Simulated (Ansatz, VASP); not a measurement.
One calculation of Rh, two programs

```
CELL_PARAMETERS angstrom
0.00000 1.86352 1.90155
1.86352 0.00000 1.90155
1.86352 1.86352 0.00000
ATOMIC_POSITIONS crystal
Rh 0.00000 0.00000 0.00000
```

Change from the starting cell: equal xx and yy strain of -2 %.

Alike in both runs: task single point; functional PBE; k mesh 16 × 16 × 16; occupations fermi-dirac, width 0.08 eV; no spin polarisation.

```csv
,VASP,Ansatz
version,VASP 6.6.1,Ansatz 0.2.0
potentials or method,"VASP PAW PBE potentials, release 64 (Rh_pv), cutoff 520 eV","all-electron LAPW, scalar-relativistic"
```

```tsv
	VASP	Ansatz	Ansatz less VASP
pressure (GPa)	18.9	18.9	-0.09
largest component of the traceless stress (GPa)	3.70	3.71	+0.009
```

Ansatz ran all-electron here, so the differences hold the error of VASP's frozen core and of both bases.

Caveats: so large a pressure means that the cell lies far from this level's equilibrium, or that cutoff or potentials fall short (VASP).
